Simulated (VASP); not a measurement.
# BeTe (P6_3/mmc) in VASP: further runs, part 2 of 2

VASP 6.6.1.

## (3) Single point, HSE06

Contents of POSCAR:

```
BeTe
1.0
    3.8635963374      0.0000000000      0.0000000000
   -1.9317981687      3.3459725782      0.0000000000
    0.0000000000      0.0000000000      6.0034039923
Be Te
2 2
Direct
    0.0000000000      0.0000000000      0.0000000000
    0.0000000000      0.0000000000      0.5000000000
    0.3333333333      0.6666666667      0.2500000000
    0.6666666667      0.3333333333      0.7500000000
```

Contents of INCAR.step1:

```
SYSTEM = BeTe
  ALGO = Normal
  EDIFF = 1E-5
  ENCUT = 520
  GGA = PE
  ISIF = 2
  ISMEAR = -1
  LASPH = .True.
  LREAL = .False.
  LWAVE = .True.
  NBANDS = 16
  NELM = 100
  PREC = Accurate
  SIGMA = 0.02
```

Contents of INCAR.step2:

```
SYSTEM = BeTe
  ALGO = Normal
  EDIFF = 1E-6
  ENCUT = 520
  GGA = PE
  HFSCREEN = 0.2079
  ISIF = 2
  ISMEAR = -1
  ISTART = 1
  LASPH = .True.
  LCHARG = .True.
  LELF = .True.
  LHFCALC = .True.
  LREAL = .False.
  LVHAR = .True.
  LWAVE = .False.
  NBANDS = 16
  NELM = 100
  PREC = Accurate
  PRECFOCK = Normal
  SIGMA = 0.02
```

Contents of KPOINTS:

```
k-points
0
Gamma
  6 6 2
  0 0 0
```

Potentials or basis: VASP PAW PBE potentials, release 64 (Be, Te).

The run is started by

```sh
cat potpaw_PBE.64/Be/POTCAR potpaw_PBE.64/Te/POTCAR > POTCAR
cp INCAR.step1 INCAR
mpirun -np 1 vasp_std > vasp.out
cp INCAR.step2 INCAR
mpirun -np 1 vasp_std > vasp.out
```

OUTCAR:

```text
SYSTEM = BeTe
   EDIFF = 1E-6
   ENCUT = 520
   GGA = PE
   HFSCREEN = 0.2079
   ISIF = 2
   ISMEAR = -1
   ISTART = 1
   LASPH = .True.
   LHFCALC = .True.
   LREAL = .False.
   NELM = 100
   PREC = Accurate
   PRECFOCK = Normal

 ion  position               nearest neighbor table
   1  0.000  0.000  0.000-   3 2.69   4 2.69   4 2.69   3 2.69   4 2.69   3 2.69
   2  0.000  0.000  0.500-   3 2.69   4 2.69   4 2.69   3 2.69   4 2.69   3 2.69
   3  0.333  0.667  0.250-   1 2.69   2 2.69   1 2.69   2 2.69   1 2.69   2 2.69
   4  0.667  0.333  0.750-   1 2.69   2 2.69   1 2.69   2 2.69   1 2.69   2 2.69

  LATTYP: Found a hexagonal cell.
 ALAT       =     3.8635963374
 C/A-ratio  =     1.5538383071

  Lattice vectors:

 A1 = (   3.8635963374,   0.0000000000,   0.0000000000)
 A2 = (  -1.9317981687,   3.3459725782,   0.0000000000)
 A3 = (   0.0000000000,   0.0000000000,   6.0034039923)

Analysis of symmetry for initial positions (statically):
=====================================================================
 Subroutine PRICEL returns:
 Original cell was already a primitive cell.

 Routine SETGRP: Setting up the symmetry group for a
 hexagonal supercell.

 Subroutine GETGRP returns: Found 24 space group operations
 (whereof 12 operations were pure point group operations)
 out of a pool of 24 trial point group operations.

The static configuration has the point symmetry D_3d.
 The point group associated with its full space group is D_6h.

Analysis of symmetry for dynamics (positions and initial velocities):
=====================================================================
 Subroutine PRICEL returns:
 Original cell was already a primitive cell.

 Routine SETGRP: Setting up the symmetry group for a
 hexagonal supercell.

 Subroutine GETGRP returns: Found 24 space group operations
 (whereof 12 operations were pure point group operations)
 out of a pool of 24 trial point group operations.

[... 123 lines left out ...]
   NKREDX  =     1    reduce k-point grid by
   NKREDY  =     1    reduce k-point grid by
   NKREDZ  =     1    reduce k-point grid by
   AEXX    =    0.2500 exact exchange contribution
   HFSCREEN=    0.2079 screening length (either q_TF or 0.3 A-1)
   HFSCREENC=   0.2079 screening length for correlation (either q_TF or 0.3 A-1)
   ENCUTFOCK=  -1.0 apply spherical cutoff to Coloumb kernel
   IVDW    =     0    specifies the selected vdW correction
   LEPSILON=     F    determine dielectric tensor
   LRPA    =     F    only Hartree local field effects (RPA)
 non-spin polarized calculation
  energy-cutoff  :      520.00
  volume of cell :       77.61
 maximum number of plane-waves:      2106
 NGX is ok and might be reduce to    30
  NGX = 24; NGY = 24; NGZ = 36

 number of electron      15.9999999 magnetization

 Free energy of the ion-electron system (eV)
  ---------------------------------------------------
  ext. energy  EPLUGINS =         0.00000000
  ---------------------------------------------------
  free energy    TOTEN  =       -15.29481913 eV

  energy without entropy =      -15.29331684  energy(sigma->0) =      -15.29406798

 E-fermi :   7.1378     XC(G=0):  -8.2225

 val. band max:        7.1055760238   @ k =   0.1667   0.0000   0.0000
 cond. band min:       7.4267115359   @ k =   0.0000   0.0000   0.0000
 fundamental gap:      0.3211355121
 Fermi energy:         7.1377664388

 k-point     1 :       0.0000    0.0000    0.0000
  band No.  band energies     occupation
      1      -7.7722      2.00000
      2      -5.3931      2.00000
      3      -0.5010      2.00000
      4       5.9491      2.00000
      5       5.9491      2.00000
      6       6.2212      2.00000
[... 243 lines left out ...]
      3       0.5568      2.00000
      4       0.5568      2.00000
      5       0.9471      2.00000
      6       0.9471      2.00000
[... 8 lines left out ...]
     15      15.0623      0.00000
     16      15.0623      0.00000

------------------------ aborting loop because EDIFF is reached ----------------------------------------

  FORCE on cell =-STRESS in cart. coord.  units (eV):
  Direction    XX          YY          ZZ          XY          YZ          ZX
  --------------------------------------------------------------------------------------
  -------------------------------------------------------------------------------------
  Total       -0.6723626     -0.6723626     -0.6013199      0.0000000      0.0000000      0.0000000
  in kB      -13.8804136    -13.8804136    -12.4137918      0.0000000      0.0000000      0.0000000
  external PRESSURE =     -13.3915397 kB  Pullay stress =       0.0000000 kB

 VOLUME and BASIS-vectors are now :
 -----------------------------------------------------------------------------
  energy-cutoff  :      520.00
  volume of cell :       77.61
      direct lattice vectors                 reciprocal lattice vectors
     3.863596337  0.000000000  0.000000000     0.258826211  0.149433382  0.000000000
    -1.931798169  3.345972578  0.000000000     0.000000000  0.298866765  0.000000000
     0.000000000  0.000000000  6.003403992     0.000000000  0.000000000  0.166572165

 POSITION                                       TOTAL-FORCE (eV/Angst)
 -----------------------------------------------------------------------------------
      0.00000      0.00000      0.00000        -0.000000      0.000000      0.000000
      0.00000      0.00000      3.00170        -0.000000      0.000000      0.000000
     -0.00000      2.23065      1.50085         0.000000      0.000000     -0.000000
      1.93180      1.11532      4.50255        -0.000000      0.000000      0.000000
 -----------------------------------------------------------------------------------
    total drift:                               -0.000000      0.000000      0.000000

  FREE ENERGIE OF THE ION-ELECTRON SYSTEM (eV)
  ---------------------------------------------------
  free  energy   TOTEN  =       -15.2948191283 eV

  energy  without entropy=      -15.2933168363  energy(sigma->0) =      -15.29406798
```

Wall time 12 min (1 thread of AMD EPYC 9R45 (Zen 5), shared host); peak memory 0.29 GiB.

What came out:

- Free energy: -15.2948 eV
- Pressure: -1.3 GPa
- Band gap on the k mesh: none (metal or under the smearing width)

Levels at points of the mesh, in eV from the Fermi level:
```
           k point  band 6  band 7  band 8  band 9  band 10  band 11
(0.00, 0.00, 0.00)   -0.92   -0.92    0.29    2.43     2.51     4.16
(0.50, 0.00, 0.00)   -3.90   -3.33   -0.61    1.85     2.43     2.61
(0.00, 0.00, 0.50)   -0.96   -0.96   -0.96    2.79     2.79     3.75
(0.50, 0.00, 0.50)   -2.78   -2.39   -2.39    1.61     1.61     3.51
```

Caveat: the k mesh is coarse (spacing up to 0.52 Å⁻¹), so the values aren't converged, least of all with exact exchange; the PAW data sets were made with another functional, which shifts forces and pressure a little. The run has no spin-orbit coupling, so splittings on Te are missing.
